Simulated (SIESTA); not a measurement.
Crystal: InP.

```
In P
1.0
     0.00000    2.93050    2.93050
     2.93050    0.00000    2.93050
     2.93050    2.93050    0.00000
In P
1 1
Direct
  0.00000 0.00000 0.00000
  0.75000 0.75000 0.75000
```

Base run:

* Program: SIESTA 5.4.2
* Functional: PBEsol
* Potentials or basis: PseudoDojo 0.4 standard (PBEsol files)
* Basis: DZP (energy shift 0.003 Ry; two zetas on semicore shells)
* Grid cutoff: 500 Ry
* Energy shift: 0.003 Ry
* k mesh: 8 × 8 × 8
* Occupations: fermi-dirac, width 0.05 eV
* Spin: no spin polarisation

Its results: band gap on the k mesh 0.77 eV, direct; pressure 1.0 GPa.

Question: The run is repeated on the same cell with these changes: functional from PBEsol to PBE; potentials or basis from PseudoDojo 0.4 standard (PBEsol files) to PseudoDojo 0.4 standard (PBE files). What comes out?

Answer: Band gap on the k mesh 0.86 eV, direct; pressure 3.6 GPa.

Caveats: spin-orbit coupling is left out, which moves the levels of the heavy elements; the basis of atomic orbitals isn't converged, which shifts pressures, moduli and gaps; the basis holds too few empty states to meet the f-sum rule, so the spectrum is short of weight at high energy (some runs).
